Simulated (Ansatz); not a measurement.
## Two inputs for Hf3N4

This input was run with Ansatz:

```yaml
crystal:
  lattice:
    - [-3.357551, 3.357551, 3.357551]
    - [3.357551, -3.357551, 3.357551]
    - [3.357551, 3.357551, -3.357551]
  atoms:
    - { symbol: Hf, position: [0.875, 0.25, 0.125] }
    - { symbol: Hf, position: [0.125, 0.875, 0.25] }
    - { symbol: Hf, position: [0.375, 0.625, 0.75] }
    - { symbol: Hf, position: [0.25, 0.125, 0.875] }
    - { symbol: Hf, position: [0.75, 0.375, 0.625] }
    - { symbol: Hf, position: [0.625, 0.75, 0.375] }
    - { symbol: "N", position: [0.5, 0.0, 0.633666] }
    - { symbol: "N", position: [0.133666, 0.5, 0.0] }
    - { symbol: "N", position: [0.366334, 0.366334, 0.366334] }
    - { symbol: "N", position: [0.0, 0.133666, 0.5] }
    - { symbol: "N", position: [0.866334, 0.866334, 0.866334] }
    - { symbol: "N", position: [0.0, 0.633666, 0.5] }
    - { symbol: "N", position: [0.5, 0.0, 0.133666] }
    - { symbol: "N", position: [0.633666, 0.5, 0.0] }
kpoints:
  mp_grid: { grid: [6, 6, 6] }
scf:
  occupations: { method: fermi_dirac, width: 0.02 }
  lower_state_search: standard
hamiltonian:
  xc: pbe
  pseudopotentials: { kind: paw }
  hubbard: { sites: [{ species: Hf, l: d, u_eff: 1.0 }], double_counting: amf }
output:
  forces: true
  stress: true
  populations: true
  efg:
    quadrupole_moments_barn: { Hf: 3.365, "N": 0.02044 }
    contact_densities: true
basis:
  ecutrho_ratio: 4
```

```sh
ansatz run input.yaml --threads 1 --pin off --max-ram 2560MiB --backend cpu --events-out ev --progress --plain --runs-dir out
```

It converged. Of its output the block on the nuclei alone is shown, without the SCF iterations, energies, forces and stress (one atom of each set):

```
--- PAW observables at the nuclei: V_zz in 10²¹ V/m², potentials from the cell's mean, atoms counted from 1 ---
  atom   1  Hf V_zz =   +27.799971   η = 0.0000   by run symmetry: allowed   C_q = +2261.9540 MHz
            electrostatic potential = -14185.228621 V   contact ρ = 7528568.494937 e/Å³
  atom   7  N  V_zz =    +0.810500   η = 0.0000   by run symmetry: allowed   C_q = +0.4006 MHz
            electrostatic potential = -527.801913 V   contact ρ = 1414.873209 e/Å³
```

Problem. Can these gradients be trusted, and how do they compare with a run on standard settings?

Solution. They agree with the standard run. Against the standard input the change is `scf.lower_state_search`: not typed → standard; `basis.ecutrho_ratio`: not typed → 4; `hamiltonian.hubbard`: not typed → {sites: [{species: Hf, l: d, u_eff: 1.0}], double_counting: amf}. A site carries the number of its first atom; V_zz in 10²¹ V/m².

```csv
site,atom,V_zz standard,η standard,V_zz here,η here
Hf,1,27.7,0.00,27.8,0.00
N,7,0.83,0.00,0.81,0.00
```

The largest change of V_zz is on Hf, from 27.7 to 27.8. In per cent, |V_zz| changes by 0 on Hf, -2 on N (all sites that start above 0.5). SCF iterations: 7 and 9.

On the reference run: Without spin–orbit coupling the gradients at and beside Hf can be off by some per cent, at some sites by more.
